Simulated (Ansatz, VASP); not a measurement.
# B in VASP and in Ansatz

The input INCAR:

```
ALGO = Normal ; EDIFF = 1E-6
ENCUT = 520 ; GGA = CA
ISIF = 2 ; ISMEAR = -1
LASPH = T ; LCHARG = T
LELF = T ; LREAL = F
LVHAR = T ; LWAVE = F
NBANDS = 8 ; NELM = 100
PREC = Accurate ; SIGMA = 0.1
```

The input KPOINTS:

```
k-points
0
Gamma
  22 22 22
```

The input POSCAR:

```
B
1.0
   -1.1405651840      1.1405651840      1.1405651840
    1.1405651840     -1.1405651840      1.1405651840
    1.1405651840      1.1405651840     -1.1405651840
B
1
Direct
    0.0000000000      0.0000000000      0.0000000000
```

Input for Ansatz:

```yaml
crystal:
  lattice:
    - [-1.140565184, 1.140565184, 1.140565184]
    - [1.140565184, -1.140565184, 1.140565184]
    - [1.140565184, 1.140565184, -1.140565184]
  atoms:
    - { symbol: B, position: [0.0, 0.0, 0.0] }
hamiltonian:
  xc: lda
  pseudopotentials:
    kind: paw
    azcp:
      B: "pseudopotentials/B.paw.azcp"
basis:
  ecutwfc: 420
  fft_grid_basis: typed
kpoints:
  mp_grid: { grid: [22, 22, 22], shift: [0, 0, 0] }
magnetization:
  spin_polarized: false
scf:
  occupations: { method: fermi_dirac, width: 0.1 }
  lower_state_search: "off"
output:
  stress: true
```

Alike in both runs: task single point; functional LDA; k mesh 22 × 22 × 22; occupations fermi-dirac, width 0.1 eV; no spin polarisation.

```csv
,VASP,Ansatz
version,VASP 6.6.1,Ansatz 0.2.0
potentials or method,"VASP PAW LDA potentials, release 64 (B)","plane waves (420 eV) with PAW, scalar-relativistic"
plane-wave cutoff (eV),520,420
valence electrons in the cell,3,3
```

Ansatz gave:

* pressure (GPa): 0.1

Which values does VASP return?

Pressure (GPa): 0.3.

Ansatz warned: «pseudo_functional_mismatch».
